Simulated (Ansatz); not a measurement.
Runs of Ansatz 0.2.0 on ZnCu2SnSe4. The structure is tetragonal, space group I-42m (No. 121). Conventional cell: a = 5.688 Å, b = 5.688 Å, c = 11.338 Å, α = 90.00°, β = 90.00°, γ = 90.00°. Around Sn (site symmetry -42m) lie 4 Se at 2.54 Å. Se (site symmetry m) is surrounded by 1 Zn at 2.43 Å and 2 Cu at 2.44 Å and 1 Sn at 2.54 Å. Zn (site symmetry -42m) is surrounded by 4 Se at 2.43 Å. Cu (site symmetry -4) is surrounded by 4 Se at 2.44 Å. 

| level | gap on the mesh (eV) | pressure (GPa) | relaxed volume (Å³/atom) |
| --- | --- | --- | --- |
| PBEsol | none | 0.0 | 22.64 |
| PBEsol+D3(BJ)-ATM | none | 0.0 | 22.01 |
| PBEsol+D4 | none | 0.0 | 22.18 |
| PBEsol+D3(BJ) | none | 0.0 | (a) |

Alike in all rows: task relaxation of cell and atoms; potentials or basis Ansatz PAW; no spin polarisation; cell relaxed; k mesh 7 × 7 × 7; cutoff (eV) 420; smearing fermi-dirac 0.05 eV.

Task: Estimate the missing entries.

Result: (a) 21.91.

Caveats: the plane-wave basis is chosen anew once the cell has moved, so the energies of steps on either side of that aren't comparable; the run has no spin polarisation, though such a crystal can be magnetic; the PAW data sets come from PBE, with cores solved anew for the run's functional, which leaves a small shift of forces and pressure; pairwise dispersion overbinds metals, which lowers pressure and volume (some runs).

A k mesh can miss the band edges, and the runs leave out spin-orbit coupling on Se, Sn.

A gap of «none» marks a metal or a gap under the smearing width.
